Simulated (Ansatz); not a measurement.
# Bi (hcp)

Method: r²SCAN, scalar-relativistic; no spin polarisation; PAW, 500 eV, 14×14×8 k-mesh, Gaussian smearing of 0.05 eV; code Ansatz. The datasets are Ansatz's generated set soft_2.

```cif
data_structure
_symmetry_space_group_name_H-M 'P 1'
_symmetry_Int_Tables_number 1
_cell_length_a 3.5259
_cell_length_b 3.5259
_cell_length_c 5.7908
_cell_angle_alpha 90.000
_cell_angle_beta 90.000
_cell_angle_gamma 120.000
_cell_volume 62.35
loop_
_atom_site_label
_atom_site_type_symbol
_atom_site_fract_x
_atom_site_fract_y
_atom_site_fract_z
_atom_site_occupancy
Bi1 Bi 0.33333 0.66667 0.75000 1
Bi2 Bi 0.66667 0.33333 0.25000 1
```

At room temperature and ambient pressure Bi takes another structure.

Cell and atoms are those of this level's equilibrium.

Path: Γ–M–K–Γ–A–L–H–A | L–M | H–K, with Γ = (0.000, 0.000, 0.000), M = (0.500, 0.000, 0.000), K = (0.333, 0.333, 0.000), A = (0.000, 0.000, 0.500), L = (0.500, 0.000, 0.500), H = (0.333, 0.333, 0.500) in reciprocal vectors of the calculation's cell.

Q: Is it a metal or an insulator, and if it has a gap, where are the band edges on this path?

A: A metal: bands cross the Fermi level.

Bands as a text map, energy in eV from the Fermi level (dashes), each leg drawn with the same width:
```
  3.57 |*     **           * ****    **                          **        
  3.21 | *  *   *         *     *                      **      **          
  2.86 |  *                 *          *        ***           *    *       
  2.50 | **      *       *  *           *     **   *         *      *      
  2.14 |                 **      *    *  *   *      * *     *        *     
  1.79 |   * *    *                       * *        * *   ***             
  1.43 |   *            *  *              **              **  *       *    
  1.07 |    *                     *      *  *              *** *           
  0.71 |  *  **    *    **             **             *     * ***      *   
  0.36 |      *****    *   *                 *                  ***        
  0.00 |--------*--**--------------*-----------------*-------*----------*--
 -0.36 |    *    *   * ** *                                              * 
 -0.71 |             **                       *               *           *
 -1.07 |   *      *  **   *         ***                ***               **
 -1.43 |           **  *               *       *    *          *       **  
 -1.79 |     *    **   * *                            *         *     *    
 -2.14 |       ***  **             *            *                **  *     
 -2.50 |    * *     *** **              *          *                *    **
 -2.86 |      *   **   *          *              **  *             *    *  
 -3.21 |     * ***      *                                        ** *  *   
 -3.57 |                 *               *          *           *    **    
 -3.93 |    **         *         *                *            *   *** **  
 -4.29 |          *****   *                     ** *         **          **
 -4.64 |   *  ****              *         *    *            *   ***        
 -5.00 |                   *   *           ****           **  **           
 -5.36 | **                 * *                            ***             
 -5.71 |*                    *                                             
 -6.07 |                                                                   
        Γ      M      K      Γ      A      L      H      AL       MH      K
```

These numbers lack spin–orbit coupling.
